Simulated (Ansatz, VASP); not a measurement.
**Two plane-wave programs on Te2Mo**

```
CELL_PARAMETERS angstrom
3.56023 0.00000 0.00000
-1.78012 3.08325 0.00000
0.00000 0.00000 17.87454
ATOMIC_POSITIONS crystal
Te 0.33333 0.66667 0.89786
Te 0.33333 0.66667 0.10214
Mo 0.00000 0.00000 0.00000
```

Change from the starting cell: strain +0.0200 x Voigt [0, 0, 1, 0, 0, 0], atoms carried along.

Alike in both runs: task single point; functional LDA; k mesh 9 × 9 × 2; occupations gaussian, width 0.05 eV; no spin polarisation.

```csv
,VASP,Ansatz
version,VASP 6.6.1,Ansatz 0.2.0
potentials or method,"VASP PAW LDA potentials, release 64 (Te, Mo_sv)","scalar-relativistic, plane waves, PAW"
plane-wave cutoff (eV),520,420
valence electrons in the cell,26,46
```

Ansatz gave:

```
gap on the k mesh at the Fermi level (eV) : 1.08
least direct gap on the mesh (eV)         : 1.08
rms of the force components (eV/Å)        : 0.413
```

Question: What did VASP give for the same quantities?

Answer: gap on the k mesh at the Fermi level (eV): 1.08; least direct gap on the mesh (eV): 1.08; rms of the force components (eV/Å): 0.390.

Atom by atom the forces differ by 0.022 eV/Å (rms over components). The two sets of potentials don't hold the same shells in valence.

Caveats: spin-orbit coupling is left out, which moves the levels of the heavy elements.
